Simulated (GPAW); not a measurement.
Sn:

```
Sn
1.0
     4.45495    0.00000    0.00000
    -3.30667    2.98538    0.00000
    -0.57414   -1.49269    4.15799
Sn
2
Direct
  0.00000 0.00000 0.00000
  0.75000 0.25000 0.50000
```

```yaml
Program: GPAW 26.7.0
Task: relaxation of cell and atoms
Functional: LDA
Potentials_or_basis: the program's PAW data sets (release 1.2.1) made for this functional
Cutoff: 600 eV
Basis: pw
k_mesh: 7 × 7 × 7
Occupations: fermi-dirac, width 0.05 eV
Spin: no spin polarisation
```

At the start: pressure -3.3 GPa; volume 27.65 Å³/atom.

How do energy, volume and symmetry change on relaxing?

Over 6 steps the energy falls by 18.7 meV/atom and the volume is 25.96 Å³/atom (-6.1 %); space group I4_1/amd (No. 141, to 0.05 Å).

The path:
| step | energy change (eV) | largest force (eV/Å) | pressure (GPa) | volume (Å³) |
| --- | --- | --- | --- | --- |
| 1 | 0.0000 | 0.0000 | -3.27 | 55.30 |
| 2 | -0.0124 | 0.0000 | -2.72 | 54.64 |
| 3 | -0.0367 | 0.0000 | 0.30 | 51.66 |
| 4 | -0.0369 | 0.0000 | 0.00 | 51.92 |
| 5 | -0.0370 | 0.0000 | 0.00 | 51.92 |
| 6 | -0.0374 | 0.0000 | 0.00 | 51.93 |

Final structure:
```
CELL_PARAMETERS angstrom
4.35130 0.01857 0.00000
-3.21729 2.92970 0.00000
-0.56700 -1.47413 4.05457
ATOMIC_POSITIONS crystal
Sn 0.00000 0.00000 0.00000
Sn 0.75000 0.25000 0.50000
```

Caveat: later steps reuse the first step's grids.
